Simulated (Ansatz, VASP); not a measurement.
# TiTe2: VASP beside Ansatz

The input INCAR:

```
SYSTEM = TiTe2
PREC = Accurate ; ENCUT = 520
EDIFF = 1E-6 ; ISMEAR = -1
SIGMA = 0.05 ; LREAL = .FALSE.
LASPH = .TRUE. ; NELM = 80
ALGO = Normal ; ISIF = 2
LWAVE = .FALSE. ; LCHARG = .FALSE.
NBANDS = 19
```

The input KPOINTS:

```
regular mesh
0
G
  8 8 4
  0 0 0
```

POSCAR

```
TiTe2
1.0
    3.6998967326      0.0000000000      0.0000000000
   -1.8499483663      3.2042045618      0.0000000000
    0.0000000000      0.0000000000      6.3653505344
Te Ti
2 1
Direct
    0.3333333333      0.6666666667      0.7372000000
    0.6666666667      0.3333333333      0.2628000000
    0.0000000000      0.0000000000      0.0000000000
```

Contents of input.yaml:

```yaml
crystal:
  lattice:
    - [3.6998967326, 0.0, 0.0]
    - [-1.8499483663, 3.2042045618, 0.0]
    - [0.0, 0.0, 6.3653505344]
  atoms:
    - { symbol: Te, position: [0.3333333333, 0.6666666667, 0.7372] }
    - { symbol: Te, position: [0.6666666667, 0.3333333333, 0.2628] }
    - { symbol: Ti, position: [0.0, 0.0, 0.0] }
hamiltonian:
  xc: lda
  pseudopotentials: { kind: paw }
kpoints:
  mp_grid: { grid: [8, 8, 4] }
scf:
  occupations: { method: fermi_dirac, width: 0.05 }
output:
  forces: true
  stress: true
  eigenvalues: true
  write_density: true
  write_potential: true
  elf: true
  volumetric_format: npy
```

Alike in both runs: task single point; functional LDA; k mesh 8 × 8 × 4; occupations fermi-dirac, width 0.05 eV; no spin polarisation.

|  | VASP | Ansatz |
| --- | --- | --- |
| version | VASP 6.6.1 | Ansatz 0.2.0 |
| potentials or method | VASP PAW LDA potentials, release 64 (Te, Ti_sv) | Ansatz PAW |
| plane-wave cutoff (eV) | 520 | 420 |
| valence electrons in the cell | 24 | 44 |

|  | VASP | Ansatz | Ansatz less VASP |
| --- | --- | --- | --- |
| gap on the k mesh at the Fermi level (eV) | none | none | - |
| pressure (GPa) | 0.0 | -0.1 | -0.11 |
| largest component of the traceless stress (GPa) | 0.43 | 0.43 | -0.002 |
| rms of the force components (eV/Å) | 0.119 | 0.104 | -0.0147 |

Atom by atom the forces differ by 0.015 eV/Å (rms over components). A gap of «none» marks a metal or a gap that the smearing closes. The two sets of potentials don't hold the same shells in valence.

Caveats: the PAW data sets come from PBE, with cores solved anew for the run's functional, which leaves a small shift of forces and pressure (Ansatz). The runs have no spin-orbit coupling, so splittings on Te are missing.
